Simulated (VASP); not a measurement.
# CdS (F-43m) in VASP: further runs, part 2 of 2

VASP 6.6.1. Earlier steps stand in the parts before.

## (3) Relaxation of cell and atoms, LDA

This run uses another cell than the first one, of 23.88 Å³/atom, 0.963 times its volume.

INCAR reads:

```
ALGO     = Normal         # electronic algorithm
EDIFF    = 1E-7           # SCF threshold, eV
EDIFFG   = -0.002         # ionic threshold
ENCUT    = 350            # plane-wave cutoff, eV
IBRION   = 2              # ionic algorithm
ISIF     = 3              # what is computed and relaxed
ISMEAR   = 0              # smearing method
LASPH    = T              # aspherical terms in the spheres
LCHARG   = F              # write CHGCAR
LREAL    = F              # projectors in reciprocal space
LWAVE    = F              # write WAVECAR
NELM     = 60             # most SCF steps
NSW      = 80             # ionic steps
PREC     = Accurate       # precision mode
SIGMA    = 0.02           # smearing width, eV
```

KPOINTS reads:

```
k-points
0
Gamma
  6 6 6
```

POSCAR reads:

```
CdS                                     
1.0
   -0.0000000000      2.8797102016      2.8797102016
    2.8797102016     -0.0000000000      2.8797102016
    2.8797102016      2.8797102016     -0.0000000000
  Cd              S             
     1     1
Direct
     0.0000000000000000    0.0000000000000000    0.0000000000000000
     0.2500000000000000    0.2500000000000000    0.2500000000000000
```

Potentials or basis: VASP PAW LDA potentials, release 64 (Cd, S).

On the command line:

```
> cat potpaw_LDA.64/Cd/POTCAR potpaw_LDA.64/S/POTCAR > POTCAR
> mpirun -np 1 vasp_std > vasp.out
```

OUTCAR:

```text
EDIFF = 1E-7
   EDIFFG = -0.002
   ENCUT = 350
   IBRION = 2
   ISIF = 3
   ISMEAR = 0
   LASPH = T
   LREAL = F
   NELM = 60
   NSW = 80
   PREC = Accurate

 ion  position               nearest neighbor table
   1  0.000  0.000  0.000-   2 2.49   2 2.49   2 2.49   2 2.49
   2  0.250  0.250  0.250-   1 2.49   1 2.49   1 2.49   1 2.49

  LATTYP: Found a face centered cubic cell.
 ALAT       =     5.7594204032

  Lattice vectors:

 A1 = (   0.0000000000,   2.8797102016,   2.8797102016)
 A2 = (   2.8797102016,   0.0000000000,   2.8797102016)
 A3 = (   2.8797102016,   2.8797102016,   0.0000000000)

Analysis of symmetry for initial positions (statically):
=====================================================================
 Subroutine PRICEL returns:
 Original cell was already a primitive cell.

 Routine SETGRP: Setting up the symmetry group for a
 face centered cubic supercell.

 Subroutine GETGRP returns: Found 24 space group operations
 (whereof 24 operations were pure point group operations)
 out of a pool of 48 trial point group operations.

The static configuration has the point symmetry T_d .

Analysis of symmetry for dynamics (positions and initial velocities):
=====================================================================
 Subroutine PRICEL returns:
 Original cell was already a primitive cell.

 Routine SETGRP: Setting up the symmetry group for a
 face centered cubic supercell.

 Subroutine GETGRP returns: Found 24 space group operations
 (whereof 24 operations were pure point group operations)
 out of a pool of 48 trial point group operations.

The dynamic configuration has the point symmetry T_d .

 Subroutine INISYM returns: Found 24 space group operations
 (whereof 24 operations are pure point group operations),
 and found     1 'primitive' translations

----------------------------------------------------------------------------------------

                                     Primitive cell

  volume of cell :      47.7613

  direct lattice vectors                    reciprocal lattice vectors
     0.000000000  2.879710202  2.879710202    -0.173628582  0.173628582  0.173628582
     2.879710202  0.000000000  2.879710202     0.173628582 -0.173628582  0.173628582
     2.879710202  2.879710202  0.000000000     0.173628582  0.173628582 -0.173628582

  length of vectors
     4.072525223  4.072525223  4.072525223     0.300733526  0.300733526  0.300733526

  position of ions in fractional coordinates (direct lattice)
     0.000000000  0.000000000  0.000000000
     0.250000000  0.250000000  0.250000000

  ion indices of the primitive-cell ions
   primitive index   ion index
                 1           1
                 2           2

----------------------------------------------------------------------------------------

 KPOINTS: k-points

Automatic generation of k-mesh.
 Grid dimensions read from file:
 generate k-points for:    6    6    6

 Generating k-lattice:

  Cartesian coordinates                     Fractional coordinates (reciprocal lattice)
    -0.028938097  0.028938097  0.028938097     0.166666667  0.000000000  0.000000000
     0.028938097 -0.028938097  0.028938097     0.000000000  0.166666667  0.000000000
     0.028938097  0.028938097 -0.028938097     0.000000000  0.000000000  0.166666667

  Length of vectors
     0.050122254  0.050122254  0.050122254

  Shift w.r.t. Gamma in fractional coordinates (k-lattice)
     0.000000000  0.000000000  0.000000000

 Subroutine IBZKPT returns following result:
 ===========================================

 Found     16 irreducible k-points:

 Following reciprocal coordinates:
            Coordinates               Weight
  0.000000  0.000000  0.000000      1.000000
  0.166667  0.000000  0.000000      8.000000
  0.333333  0.000000  0.000000      8.000000
  0.500000  0.000000  0.000000      4.000000
  0.166667  0.166667  0.000000      6.000000
  0.333333  0.166667  0.000000     24.000000
[... 8 lines left out ...]
 -0.333333  0.333333  0.166667     24.000000
 -0.333333  0.500000  0.166667     12.000000
   k-points           NKPTS =     16   k-points in BZ     NKDIM =     16   number of bands    NBANDS=     13
   number of dos      NEDOS =    301   number of ions     NIONS =      2
   total plane-waves  NPLWV =  21952
   dimension x,y,z NGX =    28 NGY =   28 NGZ =   28
   dimension x,y,z NGXF=    56 NGYF=   56 NGZF=   56
   ions per type =               1   1
   NGX,Y,Z   is equivalent  to a cutoff of  11.43, 11.43, 11.43 a.u.
   NGXF,Y,Z  is equivalent  to a cutoff of  22.86, 22.86, 22.86 a.u.
 SYSTEM =  unknown system
   PREC   = accura    normal or accurate (medium, high low for compatibility)
   ISTART =      0    job   : 0-new  1-cont  2-samecut
   ICHARG =      2    charge: 1-file 2-atom 10-const
   ISPIN  =      1    spin polarized calculation?
   LNONCOLLINEAR =      F non collinear calculations
   LSORBIT =      F    spin-orbit coupling
   LASPH  =      T    aspherical Exc in radial PAW
   ENCUT  =  350.0 eV  25.72 Ry    5.07 a.u.   6.21  6.21  6.21*2*pi/ulx,y,z
   NELM   =     60;   NELMIN=  2; NELMDL= -5     # of ELM steps
   EDIFF  = 0.1E-06   stopping-criterion for ELM
   LREAL  =      F    real-space projection
   EDIFFG = -.2E-02   stopping-criterion for IOM
   NSW    =     80    number of steps for IOM
   IBRION =      2    ionic relax: 0-MD 1-quasi-New 2-CG
   NFREE  =      1    steps in history (QN), initial steepest desc. (CG)
   ISIF   =      3    stress and relaxation
   ISYM   =      2    0-nonsym 1-usesym 2-fastsym
   POTIM  = 0.5000    time-step for ionic-motion
   TEBEG  =    0.0;   TEEND  =   0.0 temperature during run
   PSTRESS=    0.0 pullay stress
   NELECT =      18.0000    total number of electrons
   NUPDOWN=      -1.0000    fix difference up-down
   EMIN   =  10.00;   EMAX   =-10.00  energy-range for DOS
   EFERMI =   0.00;   METHOD = LEGACY
   ISMEAR =     0;   SIGMA  =   0.02  broadening in eV -4-tet -1-fermi 0-gaus
   EFERMI_NEDOS =   21; number of points for ismear=-14 and -15
   IALGO  =     38    algorithm
   IMIX   =      4    mixing-type and parameters
     AMIX     =   0.40;   BMIX     =  1.00
     AMIX_MAG =   1.60;   BMIX_MAG =  1.00
  volume/ion in A,a.u.               =      23.88       161.15
  Fermi-wavevector in a.u.,A,eV,Ry     =   1.182516  2.234630 19.025614  1.398343
  Thomas-Fermi vector in A             =   2.318768
   LORBIT       =      0    0 simple, 1 ext, 2 COOP (PROOUT), +10 PAW based schemes
   GGA     = CA    functional components
   LHFCALC =     F    Hartree Fock is set to
   AEXX    =    0.0000 exact exchange contribution
   IVDW    =     0    specifies the selected vdW correction
   LEPSILON=     F    determine dielectric tensor
   LRPA    =     F    only Hartree local field effects (RPA)
 conjugate gradient relaxation of ions
 non-spin polarized calculation
 Gauss-broadening in eV      SIGMA  =   0.02
  energy-cutoff  :      350.00
  volume of cell :       47.76
 maximum number of plane-waves:       725
 NGX is ok and might be reduce to    28
   NGX = 13   NGY = 13   NGZ = 13

--------------------------------------- Ionic step        1  -------------------------------------------

 number of electron      17.9999997 magnetization

 Free energy of the ion-electron system (eV)
  ---------------------------------------------------
  ext. energy  EPLUGINS =         0.00000000
  ---------------------------------------------------
  free energy    TOTEN  =        -7.40032991 eV

  energy without entropy =       -7.40032991  energy(sigma->0) =       -7.40032991

------------------------ aborting loop because EDIFF is reached ----------------------------------------

  FORCE on cell =-STRESS in cart. coord.  units (eV):
  Direction    XX          YY          ZZ          XY          YZ          ZX
  --------------------------------------------------------------------------------------
  -------------------------------------------------------------------------------------
  Total        0.0149308      0.0149308      0.0149308     -0.0000000      0.0000000     -0.0000000
  in kB        0.5008609      0.5008609      0.5008609     -0.0000000      0.0000000     -0.0000000
  external PRESSURE =       0.5008609 kB  Pullay stress =       0.0000000 kB
[... 57 lines left out ...]
  energy  without entropy=       -7.4003342579  energy(sigma->0) =       -7.40033426

--------------------------------------- Ionic step        3  -------------------------------------------

 number of electron      17.9999997 magnetization

 Free energy of the ion-electron system (eV)
  ---------------------------------------------------
  ext. energy  EPLUGINS =         0.00000000
  ---------------------------------------------------
  free energy    TOTEN  =        -7.40033543 eV

  energy without entropy =       -7.40033543  energy(sigma->0) =       -7.40033543

 E-fermi :   1.5906     XC(G=0):  -9.7567

 val. band max:        1.4681665748   @ k =   0.0000   0.0000   0.0000
 cond. band min:       2.4347247571   @ k =   0.0000   0.0000   0.0000
 fundamental gap:      0.9665581823
 Fermi energy:         1.5905932223

 k-point     1 :       0.0000    0.0000    0.0000
  band No.  band energies     occupation
      1     -11.1307      2.00000
      2      -6.4528      2.00000
      3      -6.4528      2.00000
      4      -6.4528      2.00000
      5      -5.9137      2.00000
      6      -5.9137      2.00000
      7       1.4682      2.00000
      8       1.4682      2.00000
      9       1.4682      2.00000
     10       2.4347      0.00000
     11       7.8136      0.00000
     12       7.8136      0.00000
     13       7.8136      0.00000
[... 267 lines left out ...]
  FREE ENERGIE OF THE ION-ELECTRON SYSTEM (eV)
  ---------------------------------------------------
  free  energy   TOTEN  =        -7.4003354286 eV

  energy  without entropy=       -7.4003354286  energy(sigma->0) =       -7.40033543

 reached required accuracy - stopping structural energy minimisation
```

Wall time 17 s (1 thread of Intel Xeon Platinum 8175M at 2.50GHz (Skylake/Cascade Lake), shared host); peak memory 0.14 GiB.

What came out:

```
Free energy                            : -7.4003 eV
Relaxed volume                         : 23.90 Å³/atom
Relaxed cell                           : a = 4.074 Å, b = 4.074 Å, c = 4.074 Å, α = 60.00°, β = 60.00°, γ = 60.00°
Space group after relaxing (to 0.05 Å) : F-43m (No. 216)
Energy gained by relaxing              : 0.0 meV/atom
Ionic steps                            : 3
Pressure after relaxing                : 0.0 GPa
Band gap on the k mesh                 : 0.97 eV, direct
```

Final structure:
```
Cd S
1.0
     0.00000    2.88042    2.88042
     2.88042    0.00000    2.88042
     2.88042    2.88042    0.00000
Cd S
1 1
Direct
  0.00000 0.00000 0.00000
  0.25000 0.25000 0.25000
```

Levels at points of the mesh, in eV from the valence-band top:
```
           k point  band 5  band 6  band 7  band 8  band 9  band 10  band 11  band 12  band 13
(0.00, 0.00, 0.00)   -7.38   -7.38    0.00    0.00    0.00     0.97     6.35     6.35     6.35
(0.50, 0.00, 0.00)   -7.34   -6.96   -4.76   -0.83   -0.83     2.83     6.84     6.84     7.33
(0.50, 0.50, 0.00)   -7.28   -6.90   -4.23   -2.06   -2.06     3.24     4.20     9.12    10.77
```

As with any semilocal functional, this LDA gap is likely too small.
